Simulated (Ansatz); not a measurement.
# Sampling a charged cell: V_Si in SiC (F-43m)

Aim: the (0/−1) level of V_Si in SiC (F-43m) as a function of the k-point sampling, with the cost of each choice. The model is a cell of 128 host atoms with 1 Si taken out; the atoms are relaxed once and then held.

Program: Ansatz 0.2.0. Level of theory: plane-wave PAW DFT; relaxations with PBEsol, then single points with PBEsol, on supercells at fixed charge in a uniform background. Results are calculated unless marked as measured.

## 1. Set-up

The cell holds 127 atoms: 63 Si and 64 C. Cell: a = 12.323 Å, b = 12.323 Å, c = 12.323 Å, α = 60.0°, β = 60.0°, γ = 60.0°. It derives from SiC (space group F-43m). Nearest the centre at fractional (0.500, 0.500, 0.500): C54 at 1.89 Å, C78 at 1.89 Å, C84 at 1.89 Å, C85 at 1.89 Å, Si77 at 3.08 Å, Si53 at 3.08 Å, Si83 at 3.08 Å, Si55 at 3.08 Å. The cell carries charge −1.

Screening for the image-charge correction: ε∞ = 7.06, ε0 = 10.44, computed on the host (DFPT, PBEsol).

The cell's shortest repeat is 12.3 Å.

## 2. Relaxing both charge states, PBEsol

The study needs fixed structures, so each charge is relaxed once, at one point at (¼, ¼, ¼), from small random displacements that break the symmetry of the site.

File qm1_M3.relax/input.yaml:

```yaml
crystal:
  lattice:
    - [0.0, 2.1784555, 2.1784555]
    - [2.1784555, 0.0, 2.1784555]
    - [2.1784555, 2.1784555, 0.0]
  atoms:
    - { symbol: Si, position: [0.0, 0.0, 0.0] }
    - { symbol: C, position: [0.25, 0.25, 0.25] }
  supercell: [4, 4, 4]
  defects: [{ vacancy: 84 }]
total_charge: -1
basis:
  ecutwfc: 420
  xc_grid: 2
hamiltonian:
  xc: pbesol
  pseudopotentials: { kind: paw, azcp: { folder: soft_1 }, xc_functional: pbe }
kpoints:
  mp_grid: { grid: [1, 1, 1], shift: [0.25, 0.25, 0.25] }
magnetization:
  spin_polarized: true
  initial_magnetization: 3
  spin_locking: { lock_magnetization: hard }
scf:
  occupations: { method: fixed }
  max_iter: 80
output:
  forces: true
  charged_corrections:
    epsilon: 7.06
    static_epsilon: 10.44
    defect_position: [0.5, 0.5, 0.5]
relax:
  f_tol: 0.015
  max_steps: 60
  random_displacement: { amplitude: 0.04, seed: 4456 }
checkpoint:
  write: "../qm1_M3.relax.run"
  compress: false
  write_wavefunctions: true
  write_every: 100000
```

The run is started by

```sh
ansatz run input.yaml --threads 32 --pin off --max-ram 84787MiB --backend cuda --events-out ev --progress --plain --runs-dir out --max-vram 78GiB
```

Numbers of over 12 decimals in the logs are rounded to 6 here.

What it wrote:

```text
[... repeated set-up lines and file paths are left out, and long positions are rounded to six places ...]
Engine: ansatz 0.2.0, aarch64-unknown-linux-gnu
Pseudopotentials: kind: paw
Pseudopotential: Si, paw, valence charge 4, recommended cutoff 420 eV (normal), soft_1/Si.paw.azcp
Pseudopotential: C, paw, valence charge 4, recommended cutoff 420 eV (normal), soft_1/C.paw.azcp
Functional definition: PBEsol
  exchange = pbesol_x
  correlation = pbesol_c
[...]
Crystal: 127 atoms, lattice volume = 1323.293 Å³
Basis set: ecut = 420 eV, 25893 PW (Γ), exchange–correlation on 180×180×180 points (8 copies of the dense FFT grid, shifted against one another)
Bands: 383, of which v1, the nominal top of the filled ones, is band 255 counted from 1 (254 counted from 0)
Symmetry: 1 space group operations
k-points: 1
Non-local potential: Si, projectors of the file, l = 0: 2, l = 1: 2, l = 2: 1
Non-local potential: C, projectors of the file, l = 0: 2, l = 1: 2, l = 2: 1
PAW form: soft (Blöchl's): semilocal exchange-correlation on the pseudo side does not see the compensation charge
PAW frozen core: Si, regenerated for the run's functional, and the local potential with it (the file was generated under x = pbe(κ = 0.804, μ = 0.219515), c = pbe(β = 0.066725))
PAW frozen core: C, regenerated for the run's functional, and the local potential with it (the file was generated under x = pbe(κ = 0.804, μ = 0.219515), c = pbe(β = 0.066725))
PAW one-centre angular grid: Si, 110 points (default); XC on 64 Gauss nodes
PAW one-centre angular grid: C, 110 points (default); XC on 64 Gauss nodes
Initial density: superposition of atomic densities (chi_scale 0.1, normalization cell)
Starting moments: Σ|m| = 3 μB on 127 of 127 sites
Initial wavefunctions: pseudopotential atomic-orbital guess
[...]
Functional: x = pbesol(κ = 0.804, μ = 0.123457), c = pbesol(β = 0.046)
SCF iter   1: F=—  HF=-55059.961915 eV  |Δ(HF+E_count)|=         —  Δρ=7.29e-2 (↑7.29e-2 ↓7.25e-2)  dr2=3.40e2  dr2_m=8.40e-1  M=3.000 μB ∫|m|=3.059 μB  Hψ=2592
preconditioner: auto → Resta (q_TF=auto, 2.327 Å⁻¹)  ε∞=4.2  [insulator: Δε(μ)=1.542 eV  Ē_g=12.789 eV  n_scr=282 (ndim 8)  ℏωp=23.0 eV  f_vac=0.000  ε∞_Penn≈4.2]
spin=Collinear: Resta preconditioning applied to the charge; magnetization (m = ρ↑ − ρ↓) channel mixes plain (no charge-response kernel on spin).
SCF iter   2: F=—  HF=-54983.750147 eV  |Δ(HF+E_count)|=    7.62e1  Δρ=4.10e-2 (↑4.10e-2 ↓4.09e-2)  dr2=1.04e2  dr2_m=3.92e-1  M=3.000 μB ∫|m|=3.038 μB  Hψ=1296
[...]
SCF iter   9: F=-54951.237547 eV  HF=-54951.237547 eV  |Δ(HF+E_count)|=   3.71e-7  Δρ=4.26e-6 (↑2.67e-6 ↓4.26e-6)  dr2=5.11e-7  dr2_m=6.35e-8  M=3.000 μB ∫|m|=3.192 μB  Hψ=1977
SCF 1 converged in 9 iterations: F = -54951.237547 eV  dr2 = 5.11e-7
[...]
relax step   1: F+E_penalty+E_count = -54951.23754699 eV  Δ(F+E_penalty+E_count) = +0.000e0 eV  max|allowed force component| = 1.986e0 eV/Å  Δτ_max = 0.0000 Å  (9 SCF iters, dr2 threshold 5.63e-6 eV, accepted)
[...]
relax step   2: F+E_penalty+E_count = -54953.45862149 eV  Δ(F+E_penalty+E_count) = -2.221e0 eV  max|allowed force component| = 1.162e0 eV/Å  Δτ_max = 0.1168 Å  (6 SCF iters, dr2 threshold 1.00e-4 eV, accepted)
[...]
relax step   4: F+E_penalty+E_count = -54954.25527898 eV  Δ(F+E_penalty+E_count) = -1.052e-6 eV  max|allowed force component| = 5.583e-2 eV/Å  Δτ_max = 0.0000 Å  (4 SCF iters, accepted)
[...]
relax step   6: F+E_penalty+E_count = -54954.25677117 eV  Δ(F+E_penalty+E_count) = -1.213e-3 eV  max|allowed force component| = 5.912e-3 eV/Å  Δτ_max = 0.0079 Å  (5 SCF iters, dr2 threshold 6.17e-7 eV, accepted)
[...]
relax step   7: F+E_penalty+E_count = -54954.25677122 eV  Δ(F+E_penalty+E_count) = -5.875e-8 eV  max|allowed force component| = 5.906e-3 eV/Å  Δτ_max = 0.0000 Å  (3 SCF iters, accepted)
[...]
NSCF: frozen V_eff on 1 k-points
[...]
SCF converged after 3 iterations
Magnetization: 3.0000 μB (256.0000 up, 253.0000 down)
Absolute magnetization: 3.2012 μB (∫|ρ↑−ρ↓|, with the PAW one-centre terms)
Spin contamination: 0.0138 ħ² per cell (⟨S²⟩ above its minimum at these occupations)
Per-site moments (μB) at R_I (Å): [(2.0281240856582062e-5, 0.777972), (-7.434519170487312e-5, 0.778787), (3.5563747698197164e-5, 0.778029), [... 6 left out ...]
Free energy (F): -54954.256771 eV
Harris-Foulkes:  -54954.256771 eV  (|F-HF|=1.10e-9)
Internal energy: -54954.256771 eV  (E = F + TS)
E sigma→0 (E₀):  -54954.256771 eV
Fermi energy:    9.882108 (↑ 9.882108, ↓ 9.162377) eV
--- Per-component energies (eV) ---
  E_band       = 1725.572402
  E_kinetic    = 8488.021737
  E_local      = -6311.183121  (includes V_loc(G=0)·N_el)
  E_nonlocal   = 2884.929600
  E_hartree    = 2086.626758
  E_xc         = -6655.783262
  E_vxc        = -6901.963401  (∫ρ·V_xc dr)
  E_paw        = -37514.485122  (= ΣΔE_a)
  E_vpaw       = -607.488960  (= ΣTr[D̂ρ^β])
  E_aug_tail   = 0.003073  (compensation charges beyond the density's cutoff)
  E_ewald      = -17935.725189
  E_core_change = 3.338755  (= ΣΔE_core)
  E_smearing   = -0.000000  (= −TS)
  E_closure    = -0.000000  (closes the sum)
  E_deformation_potential = -17.884343  (in the stress; not in F)
  Σ components = -54954.256771   (vs F -54954.256771, Δ=0.00e0)
--- Forces (eV/Å), atoms counted from 1 ---
  atom   1  Si    -0.00108507     0.00093277     0.00220620
  atom   2  C     -0.00031150    -0.00003579     0.00000010
  [... 4 atoms left out ...]
  [... 121 more lines of this table ...]
  max |Σ_I F_I| component: 1.15e-5 eV/Å
--- Charged-cell corrections in eV (Makov–Payne, q = -1.000 e, ε = 10.440) ---
  F (periodic)     = -54954.256771  (uncorrected; the corrections below are reported, never added to it)
  E_corr1          = +0.181430  (monopole, q²α_M/2εL)
  F Makov-Payne    = -54954.075341  (F + E_corr1; no measured alignment; for a localised charge, not one spread in a band: unchecked)
  no potential alignment in this run, which stands beside a crystal: run the host's input off ansatz write-host-input, and read the two finished runs by ansatz place-levels (neither reads a slab, a wire or a sheet, whose cell leaves a vacuum)
--- Band table (eV) ---
  k-point 0 ↑: bands = ["-6.0885", "-5.4856", "-5.1047", "-5.1047", "-5.0769", "-4.8985", "-4.8984", "-4.8325", "-4.7112", "-4.7112", [... rest cut ...]
  k-point 0 ↓: bands = ["-6.0730", "-5.4696", "-5.0901", "-5.0900", "-5.0668", "-4.8813", "-4.8812", "-4.8063", "-4.6899", "-4.6899", [... rest cut ...]
--- Relaxed structure (7 steps of the walk, 7 accepted, 0 SCFs on fresh bases) ---
  F+E_penalty+E_count = -54954.25677122 eV   max|allowed force component| = 5.906e-3 eV/Å
  atoms:
    - { symbol: Si, position: [-0.000120, -2.38718214908357e-5, -0.000122] }
    - { symbol: C, position: [0.062445, 0.062535, 0.062439] }
    [... 4 atoms left out ...]
  [... 121 more lines of this table ...]
```

The job ended after 8.2 s (1 × NVIDIA GB200 with 32 threads of Arm Neoverse V2, shared host; peak memory 2 GiB; 30 s of CPU time).

The steps of the relaxation:

| step | energy less that of the first step (eV) | largest force component (eV/Å) |
| --- | --- | --- |
| 1 | 0.0000 | 1.9857 |
| 2 | -2.2211 | 1.1616 |
| 3 | -3.0177 | 0.0560 |
| 4 | -3.0177 | 0.0558 |
| 5 | -3.0180 | 0.0372 |
| 6 | -3.0192 | 0.0059 |
| 7 | -3.0192 | 0.0059 |

The atoms that moved most (Å, from the sites as typed, ahead of the random displacement):

| atom | dx | dy | dz | length |
| --- | --- | --- | --- | --- |
| C85 | 0.099 | 0.099 | 0.099 | 0.172 |
| C78 | -0.094 | 0.096 | -0.094 | 0.163 |
| C54 | 0.095 | -0.094 | -0.094 | 0.163 |
| C84 | -0.093 | -0.093 | 0.095 | 0.163 |
| Si114 | 0.011 | 0.004 | -0.012 | 0.017 |
| Si55 | -0.012 | 0.004 | 0.011 | 0.017 |
| Si61 | -0.012 | 0.011 | 0.004 | 0.017 |
| Si90 | 0.004 | 0.011 | -0.012 | 0.017 |

Neighbours of the ideal centre at the end:

| atom | distance (Å) |
| --- | --- |
| C78 | 2.050 |
| C84 | 2.050 |
| C54 | 2.051 |
| C85 | 2.057 |
| Si108 | 3.064 |
| Si79 | 3.064 |
| Si86 | 3.064 |
| Si55 | 3.065 |
| Si114 | 3.065 |
| Si116 | 3.065 |
| Si92 | 3.065 |
| Si61 | 3.065 |
| Si90 | 3.065 |
| Si77 | 3.068 |
| Si53 | 3.069 |
| Si83 | 3.069 |

| charge | moment set (μB) | steps | largest displacement (Å) | time |
| --- | --- | --- | --- | --- |
| −1 | 3 | 7 | 0.17 | 8.2 s |
| 0 | 2 | 7 | 0.20 | 11 s |

The relaxation ends 24 meV an atom lower than the displaced start, with a largest force component of 0.0059 eV/Å.

## 3. First setting: the zone centre alone

The defect state overlaps with its images and forms a narrow band, so the k-points decide which part of that band enters the energy. A point off the zone centre usually averages it better, but needs complex orbitals and more time.

File qm1_M3.kg/input.yaml:

```yaml
crystal:
  checkpoint: "../qm1_M3.relax.run"
  host: checkpoint
total_charge: -1
basis:
  ecutwfc: 420
  xc_grid: 2
hamiltonian:
  xc: pbesol
  pseudopotentials: { kind: paw, azcp: { folder: soft_1 }, xc_functional: pbe }
kpoints:
  mp_grid: { grid: [1, 1, 1] }
magnetization:
  spin_polarized: true
  initial_magnetization: 3
  spin_locking: { lock_magnetization: hard }
scf:
  occupations: { method: fixed }
  max_iter: 80
output:
  forces: true
  charged_corrections:
    epsilon: 7.06
    static_epsilon: 10.44
    defect_position: [0.5, 0.5, 0.5]
  eigenvalues: true
checkpoint:
  read: "../qm1_M3.relax.run"
  write: "../qm1_M3.kg.run"
  compress: false
  write_wavefunctions: false
  write_every: 100000
```

What it wrote:

```text
[...]
crystal.checkpoint: the structure is that of <dir>, a `relax` run, at its step 7: its result, under pbesol at a charge of -1 e; 127 atoms read, 0 with a starting moment; crystal.structure_sha256 for this input is
[...]
device memory: the entry about to start is reckoned to put 7.1 GiB on a device that reports 172.5 GiB free (of which the cap on the GPU budget leaves the run 78.0 GiB)
GPU FFT provider: cuFFT
GPU libraries: cuBLAS 13.8.1, cuFFT 12.4.0, cuSOLVER 12.3.2
GPU matrix products: emulated (plane waves: as basis.precision tells), large ones in fixed point in workspaces of 1.00 GiB
Crystal: 127 atoms, lattice volume = 1323.293 Å³
Basis set: ecut = 420 eV, 25893 PW (Γ), exchange–correlation on 180×180×180 points (8 copies of the dense FFT grid, shifted against one another)
Bands: 383, of which v1, the nominal top of the filled ones, is band 255 counted from 1 (254 counted from 0)
[... 1 set-up line as in the run before ...]
[...]
k-points: 1
[...]
Starting moments: Σ|m| = 3 μB on 127 of 127 sites; this step starts from the density that it was given
[...]
GPU buffer pool allocated for 729000 grid points (all kernels)
GPU transforms: local potential and band sums: pruned to the plane-wave sphere, on 81×81×81
[...]
SCF iter   7: F=-54950.366328 eV  HF=-54950.366328 eV  |Δ(HF+E_count)|=   2.12e-7  Δρ=1.13e-6 (↑1.13e-6 ↓9.77e-7)  dr2=7.42e-8  dr2_m=3.65e-10  M=3.000 μB ∫|m|=3.213 μB  Hψ=6022
SCF 1 converged in 7 iterations: F = -54950.366328 eV  dr2 = 7.42e-8
[...]
SCF converged after 7 iterations
Stability checked in part: among states of this total moment the steps that led to this state did not find it unstable. No probe was made; neither looks for a lower state of another moment (fixed_total_moment; see scf.lower_state_search)
Magnetization: 3.0000 μB (256.0000 up, 253.0000 down)
Absolute magnetization: 3.2194 μB (∫|ρ↑−ρ↓|, with the PAW one-centre terms)
[...]
Per-site moments (μB) at R_I (Å): [(1.3239953205503146e-5, 0.777972), (-7.450288875444794e-5, 0.778787), (2.21416708298753e-5, 0.778029), [... 6 left out ...]
Free energy (F): -54950.366328 eV
[...]
Internal energy: -54950.366328 eV  (E = F + TS)
E sigma→0 (E₀):  -54950.366328 eV
Fermi energy:    9.909470 (↑ 9.909470, ↓ 9.253172) eV
[...]
--- Forces (eV/Å), atoms counted from 1 ---
  atom   1  Si     0.01721212     0.01923450     0.02055279
  atom   2  C     -0.02206454    -0.02181037    -0.02175660
  [... 4 atoms left out ...]
  [... 121 more lines of this table ...]
  max |Σ_I F_I| component: 7.86e-5 eV/Å
--- Charged-cell corrections in eV (Makov–Payne, q = -1.000 e, ε = 7.060 of the electrons, 10.440 with the ions) ---
[...]
E_corr1          = +0.268290  (monopole, q²α_M/2εL)
  F Makov-Payne    = n/a  (the rows are of the electrons' constant alone; ansatz place-levels tells what screens the charge)
[...]
--- Band table (eV) ---
[...]
```

Wall time 2.6 s (1 × NVIDIA GB200 with 32 threads); peak memory 1.3 GiB; 5 s of CPU time.

The column dr2 measures how far the density is from self-consistency, as an energy; F and HF (Harris–Foulkes) agree once it is small.

Both charges and the host at this setting go to place-levels, which corrects for the image charge and aligns the potentials.

File levels.kg.yaml:

```yaml
host:
  run: host.kg.run
states: [qm1_M3.kg.run, q0_M2.kg.run]
geometry_from:
  qm1_M3.kg.run: qm1_M3.relax.run
  q0_M2.kg.run: q0_M2.relax.run
  host.kg.run: host.relax.run
chemical_potentials:
  Si:
    energy: -621.49341
    dataset: <sha256 of the dataset>
```

The run is started by

```sh
ansatz place-levels levels.kg.yaml -- --threads 32 --pin off --max-ram 84787MiB
```

What it wrote:

```text
(0/-1) 0.776 eV above the valence edge, 0.411 eV under the conduction edge
formation energy of charge 0: +7.240 eV with the Fermi level at the valence edge
formation energy of charge -1: +8.017 eV with the Fermi level at the valence edge
  edges by pbesol, gap 1.187 eV; the host is sampled to repeats of 12.32 Å
  the defect's cells are sampled to repeats of 12.32 Å, like sampling
  charge 0: +0.000 eV for its dipole among its images, +0.000 omitted
  charge -1: -54950.0138 eV with its correction of +0.352 eV, at epsilon 10.44, aligned at sites: -0.1711 eV, mean over 41 atomic sites at or beyond 6.16 Å from the defect at [0.5000, 0.5000, 0.5000], with +0.000000 for the charge's moments and without [...]
  of states[1] (q0_M2.kg.run): its only k-point is the zone centre, where a defect's energies can be off by tenths of an eV or more: see "From the zone centre to a mesh" in the quickstart
  of states[0] (qm1_M3.kg.run): how wide its charge is, is not read beside other atoms or cores, and a band state would take no correction. [...]
```

Wall time 0.27 s (32 threads).

At this setting the gap is 1.187 eV and (0/−1) lies 0.776 eV above the valence top.

## 4. The other settings

In the defect's inputs only the studied keys change. One input of each further setting:

qm1_M3.kq/input.yaml, as its differences from qm1_M3.kg/input.yaml of step 3:

```diff
@@ -11,3 +11,3 @@
 kpoints:
-  mp_grid: { grid: [1, 1, 1] }
+  mp_grid: { grid: [1, 1, 1], shift: [0.25, 0.25, 0.25] }
 magnetization:
@@ -28,3 +28,3 @@
   read: "../qm1_M3.relax.run"
-  write: "../qm1_M3.kg.run"
+  write: "../qm1_M3.kq.run"
   compress: false
```

qm1_M3.km0/input.yaml, as its differences from qm1_M3.kq/input.yaml of step 4:

```diff
@@ -11,3 +11,3 @@
 kpoints:
-  mp_grid: { grid: [1, 1, 1], shift: [0.25, 0.25, 0.25] }
+  mp_grid: { grid: [2, 2, 2] }
 magnetization:
@@ -28,3 +28,3 @@
   read: "../qm1_M3.relax.run"
-  write: "../qm1_M3.kq.run"
+  write: "../qm1_M3.km0.run"
   compress: false
```

qm1_M3.kms/input.yaml, as its differences from qm1_M3.km0/input.yaml of step 4:

```diff
@@ -11,3 +11,3 @@
 kpoints:
-  mp_grid: { grid: [2, 2, 2] }
+  mp_grid: { grid: [2, 2, 2], shift: [0.5, 0.5, 0.5] }
 magnetization:
@@ -28,3 +28,3 @@
   read: "../qm1_M3.relax.run"
-  write: "../qm1_M3.km0.run"
+  write: "../qm1_M3.kms.run"
   compress: false
```

qm1_M3.km3/input.yaml, as its differences from qm1_M3.kms/input.yaml of step 4:

```diff
@@ -11,3 +11,3 @@
 kpoints:
-  mp_grid: { grid: [2, 2, 2], shift: [0.5, 0.5, 0.5] }
+  mp_grid: { grid: [3, 3, 3] }
 magnetization:
@@ -28,3 +28,3 @@
   read: "../qm1_M3.relax.run"
-  write: "../qm1_M3.kms.run"
+  write: "../qm1_M3.km3.run"
   compress: false
```

qm1_M3.km4/input.yaml, as its differences from qm1_M3.km3/input.yaml of step 4:

```diff
@@ -11,3 +11,3 @@
 kpoints:
-  mp_grid: { grid: [3, 3, 3] }
+  mp_grid: { grid: [4, 4, 4], shift: [0.5, 0.5, 0.5] }
 magnetization:
@@ -28,3 +28,3 @@
   read: "../qm1_M3.relax.run"
-  write: "../qm1_M3.km3.run"
+  write: "../qm1_M3.km4.run"
   compress: false
```

## 5. Result against cost

Times of the states on 1 × NVIDIA GB200 with 32 threads of Arm Neoverse V2, shared host; the host is run again at each setting:

| k-point sampling | gap (eV) | (0/−1) above the valence top (eV) | under the conduction bottom (eV) | level less that at a 4×4×4 shifted mesh (meV) | time, both charge states | time, host and placing | peak memory of a state (GiB) |
| --- | --- | --- | --- | --- | --- | --- | --- |
| the zone centre alone | 1.187 | 0.776 | 0.411 | 84 | 5.1 s | 4 s | 1.3 |
| one point at (¼, ¼, ¼) * | 1.215 | 0.775 | 0.440 | 83 | 4.9 s | 3.6 s | 1.7 |
| a 2×2×2 Γ-centred mesh | 1.239 | 0.699 | 0.541 | 6 | 9.4 s | 3.9 s | 1.7 |
| a 2×2×2 shifted mesh | 1.240 | 0.695 | 0.545 | 3 | 8.1 s | 3.7 s | 1.8 |
| a 3×3×3 Γ-centred mesh | 1.240 | 0.689 | 0.551 | -3 | 16 s | 4 s | 2.1 |
| a 4×4×4 shifted mesh | 1.240 | 0.692 | 0.548 | 0 | 30 s | 3.8 s | 2.3 |

* started from the relaxation's converged state in the same settings, so its time is no fair cost.

## 6. Outcome

| Property | Result |
| --- | --- |
| (0/minus 1) level, the zone centre alone | 0.78 eV |
| (0/minus 1) level, one point at (¼, ¼, ¼) | 0.78 eV |
| (0/minus 1) level, a 2×2×2 Γ-centred mesh | 0.70 eV |
| (0/minus 1) level, a 2×2×2 shifted mesh | 0.69 eV |
| (0/minus 1) level, a 3×3×3 Γ-centred mesh | 0.69 eV |
| (0/minus 1) level, a 4×4×4 shifted mesh | 0.69 eV |

What this shows: Over the settings in the table the level spans 0.087 eV; a 2×2×2 Γ-centred mesh, a 2×2×2 shifted mesh and a 3×3×3 Γ-centred mesh lie within 0.02 eV of the reference (a 4×4×4 shifted mesh, 0.69 eV). With the zone centre alone the gap moves too, by 0.05 eV. The largest miss of the level above the valence top is 84 meV, with the zone centre alone. In a reference run the bands overlap at the filling edge, so the reference itself is in doubt. Only the charges −1 and 0 were run, each from one start, so (0/−1) need not be a change between stable states. With nearly degenerate levels at the filling edge in most or all rows, agreement between settings doesn't show that the state itself is settled. At a 2×2×2 Γ-centred mesh, a 2×2×2 shifted mesh, a 3×3×3 Γ-centred mesh and a 4×4×4 shifted mesh a state has next to no gap at its filling edge, or overlapping levels, which makes the level less certain. The total moments were set in the input, and no other spin state was tried. Limits: PBEsol makes the gap too small and tends to spread out bound carriers; force components of up to 0.15 eV/Å remain in a run at the final settings.

[Logs are printed without paths, hosts, clocks, repeated set-up lines and the standing remarks that a program may print on its own settings, such as how far it seeks lower states.]

[Hosts, paths, dates, database ids (printed as entryN), source tags and the programs' standing remarks are cut or masked in the printed files.]

[Where a table of states has a column of steps, it counts the stored structures, which are thinned; the runs took as many ionic steps or more.]

[For some hosts the program warned that the k-mesh of the response run may be too coarse for force constants and the static dielectric constant; such warnings are not shown here.]
